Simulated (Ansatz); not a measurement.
Band table of BaS

```
Ba S
1.0
     0.00000    3.19375    3.19375
     3.19375    0.00000    3.19375
     3.19375    3.19375    0.00000
Ba S
1 1
Direct
  0.00000 0.00000 0.00000
  0.50000 0.50000 0.50000
```

Atom numbers follow the list: Ba1, S2.

The cell is COD entry 9008600, as deposited and not checked against the literature; nothing was relaxed.

Spin–orbit coupling is left out, though it moves levels of the heavy atoms by tenths of an eV or more.

Computed with Ansatz 0.2.0, DFT, PBE, all-electron LAPW, scalar-relativistic.

The runs use a Γ-centred 8×8×8 k mesh, Fermi–Dirac smearing of 0.02 eV, basis error target 0.25 meV/atom, no spin polarisation.

Path points, in fractions of the reciprocal vectors: Γ (0.000, 0.000, 0.000), X (0.500, 0.000, 0.500), U (0.625, 0.250, 0.625), K (0.375, 0.375, 0.750), L (0.500, 0.500, 0.500), W (0.500, 0.250, 0.750). Levels in eV from the valence-band top; bands 15 to 24, counted from the lowest band of the run. The gap is 2.21 eV, indirect from Γ to X (0.5, 0, 0.5).

```
# k(1/Å) point b15 b16 b17 b18 b19 b20 b21 b22 b23 b24
0.000 Γ -11.00 -11.00 -11.00 -10.29 0.00 0.00 0.00 3.69 3.97 3.97
0.123 - -11.12 -11.01 -11.01 -10.15 -0.23 -0.02 -0.02 3.85 3.86 4.10
0.246 - -11.33 -11.03 -11.03 -9.92 -0.68 -0.07 -0.07 3.56 4.15 4.48
0.369 - -11.51 -11.06 -11.06 -9.73 -1.07 -0.11 -0.11 3.22 4.44 5.05
0.492 - -11.61 -11.10 -11.10 -9.68 -1.22 -0.14 -0.14 2.88 4.78 5.37
0.615 - -11.64 -11.13 -11.13 -9.76 -1.13 -0.14 -0.14 2.60 5.16 5.59
0.738 - -11.60 -11.16 -11.16 -9.94 -0.86 -0.13 -0.13 2.38 5.58 5.80
0.861 - -11.53 -11.19 -11.19 -10.12 -0.57 -0.11 -0.11 2.25 5.95 5.97
0.984 X -11.49 -11.19 -11.19 -10.20 -0.45 -0.10 -0.10 2.21 6.03 6.12
1.027 - -11.49 -11.21 -11.19 -10.19 -0.45 -0.12 -0.11 2.23 6.05 6.14
1.071 - -11.48 -11.24 -11.19 -10.15 -0.45 -0.18 -0.14 2.29 6.12 6.20
1.114 - -11.48 -11.29 -11.18 -10.09 -0.45 -0.26 -0.19 2.39 6.22 6.30
1.158 - -11.47 -11.36 -11.18 -10.02 -0.45 -0.37 -0.25 2.53 6.37 6.42
1.201 - -11.45 -11.43 -11.17 -9.94 -0.49 -0.46 -0.31 2.69 6.54 6.56
1.245 - -11.50 -11.44 -11.16 -9.85 -0.62 -0.46 -0.39 2.89 6.36 6.64
1.288 - -11.57 -11.42 -11.15 -9.77 -0.75 -0.47 -0.46 3.10 6.14 6.69
1.331 U -11.64 -11.41 -11.14 -9.69 -0.88 -0.55 -0.47 3.34 5.92 6.67
1.407 - -11.67 -11.39 -11.14 -9.64 -0.97 -0.57 -0.47 3.51 5.66 6.63
1.482 - -11.70 -11.36 -11.17 -9.60 -1.06 -0.57 -0.48 3.75 5.25 6.59
1.557 - -11.72 -11.32 -11.20 -9.57 -1.12 -0.56 -0.50 4.06 4.83 6.57
1.633 - -11.72 -11.30 -11.22 -9.56 -1.15 -0.55 -0.51 4.39 4.46 6.56
1.708 - -11.72 -11.32 -11.20 -9.57 -1.12 -0.56 -0.50 4.06 4.83 6.57
1.783 - -11.70 -11.36 -11.17 -9.60 -1.06 -0.57 -0.48 3.75 5.25 6.59
1.859 - -11.67 -11.39 -11.14 -9.64 -0.97 -0.57 -0.47 3.51 5.66 6.63
1.934 K -11.64 -11.41 -11.14 -9.69 -0.88 -0.55 -0.47 3.34 5.92 6.67
2.064 - -11.80 -11.34 -11.10 -9.48 -1.23 -0.77 -0.46 4.17 5.31 6.21
2.195 - -11.89 -11.27 -11.06 -9.34 -1.45 -0.91 -0.43 4.79 5.06 5.68
2.325 - -11.90 -11.20 -11.03 -9.32 -1.49 -0.93 -0.38 4.37 5.19 5.36
2.455 - -11.81 -11.13 -11.01 -9.41 -1.34 -0.83 -0.29 4.08 4.76 5.07
2.586 - -11.64 -11.08 -11.00 -9.60 -1.02 -0.62 -0.19 3.92 4.42 4.71
2.716 - -11.40 -11.03 -11.00 -9.86 -0.59 -0.35 -0.09 3.89 4.17 4.30
2.847 - -11.14 -11.01 -11.00 -10.14 -0.18 -0.10 -0.02 3.89 3.93 4.02
2.977 Γ -11.00 -11.00 -11.00 -10.29 0.00 0.00 0.00 3.69 3.97 3.97
3.084 - -11.10 -11.00 -11.00 -10.18 -0.11 -0.05 -0.05 3.83 3.97 4.02
3.190 - -11.32 -11.01 -11.01 -9.96 -0.39 -0.19 -0.19 3.94 4.19 4.19
3.297 - -11.54 -11.01 -11.01 -9.72 -0.74 -0.38 -0.38 3.99 4.45 4.45
3.403 - -11.75 -11.02 -11.02 -9.50 -1.09 -0.58 -0.58 4.13 4.81 4.81
3.510 - -11.92 -11.03 -11.03 -9.31 -1.41 -0.76 -0.76 4.36 5.24 5.24
3.616 - -12.05 -11.03 -11.03 -9.16 -1.65 -0.89 -0.89 4.70 5.72 5.72
3.723 - -12.13 -11.04 -11.04 -9.07 -1.80 -0.98 -0.98 5.12 6.01 6.18
3.829 L -12.16 -11.04 -11.04 -9.04 -1.85 -1.01 -1.01 5.55 5.64 6.41
3.916 - -12.15 -11.05 -11.04 -9.06 -1.82 -1.00 -0.99 5.43 5.58 6.40
4.003 - -12.10 -11.09 -11.05 -9.13 -1.72 -0.96 -0.92 5.18 5.41 6.42
4.090 - -12.04 -11.14 -11.07 -9.22 -1.57 -0.89 -0.83 4.92 5.16 6.52
4.177 - -11.95 -11.20 -11.11 -9.34 -1.41 -0.79 -0.71 4.69 4.89 6.70
4.264 - -11.84 -11.25 -11.15 -9.46 -1.26 -0.68 -0.60 4.51 4.64 6.75
4.351 - -11.72 -11.30 -11.22 -9.56 -1.15 -0.55 -0.51 4.39 4.46 6.56
4.438 - -11.61 -11.33 -11.30 -9.62 -1.08 -0.46 -0.44 4.32 4.34 6.42
4.525 W -11.55 -11.34 -11.34 -9.64 -1.06 -0.42 -0.42 4.30 4.30 6.37
4.586 - -11.54 -11.37 -11.31 -9.66 -1.03 -0.44 -0.39 3.88 4.74 6.35
4.648 - -11.51 -11.40 -11.29 -9.71 -0.93 -0.45 -0.36 3.49 5.19 6.30
4.709 - -11.46 -11.42 -11.26 -9.80 -0.79 -0.46 -0.31 3.14 5.66 6.24
4.771 - -11.45 -11.40 -11.24 -9.89 -0.62 -0.46 -0.26 2.83 6.12 6.19
4.832 - -11.46 -11.33 -11.22 -10.00 -0.45 -0.43 -0.20 2.57 6.14 6.57
4.893 - -11.48 -11.27 -11.20 -10.10 -0.45 -0.26 -0.15 2.37 6.10 6.38
4.955 - -11.48 -11.21 -11.20 -10.17 -0.45 -0.15 -0.12 2.25 6.06 6.17
5.016 X -11.49 -11.19 -11.19 -10.20 -0.45 -0.10 -0.10 2.21 6.03 6.12
```
